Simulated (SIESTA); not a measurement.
# TaN under changes of volume

One of the cells (11.571 Å³/atom); the others are scaled copies at fixed shape and fractional positions:

```
Ta N
1.0
     5.23041    0.00000    0.00000
    -2.61521    4.52967    0.00000
     0.00000    0.00000    2.93028
Ta N
3 3
Direct
  0.00000 0.00000 0.00000
  0.66667 0.33333 0.50000
  0.33333 0.66667 0.50000
  0.00000 0.39285 0.00000
  0.60715 0.60715 0.00000
  0.39285 0.00000 0.00000
```

* Program: SIESTA 5.4.2
* Functional: PBEsol
* Potentials or basis: PseudoDojo 0.4 standard (PBEsol files)
* Basis: DZP (energy shift 0.003 Ry; two zetas on semicore shells)
* Grid cutoff: 800 Ry
* Energy shift: 0.003 Ry
* k mesh: 6 × 6 × 9
* Occupations: fermi-dirac, width 0.05 eV
* Spin: no spin polarisation

| volume (Å³/atom) | energy over the lowest point (meV/atom) | pressure (GPa) | largest force (eV/Å) |
| --- | --- | --- | --- |
| 10.663 | ? | ? | ? |
| 10.890 | 21.01 | 16.1 | 0.123 |
| 11.117 | 3.90 | 8.3 | 0.039 |
| 11.571 | 0.00 | -5.1 | 0.113 |
| 11.798 | 11.44 | -10.9 | 0.183 |
| 12.024 | 30.50 | -16.0 | 0.248 |

Problem. What does the run at 10.663 Å³/atom give?

Solution. Energy over the lowest point 49.79 meV/atom; pressure 24.8 GPa; largest force 0.208 eV/Å.

Worked out: A Birch-Murnaghan fit of order 3 (a polynomial in V^(-2/3)) to the other rows has its minimum at 11.39 Å³/atom with B0 = V·E''(V) = 329 GPa and B' = 3.9 at fixed shape and positions, which overstates the stiffness. It gives 49.67 meV/atom at 10.663 Å³/atom, against the run's 49.79, and -dE/dV = 24.6 GPa, against 24.8.

Energies are extrapolated to zero smearing.

Caveats: short orbitals over semicore shells can move pressures by several GPa; the basis of atomic orbitals isn't converged, which shifts pressures, moduli and gaps.
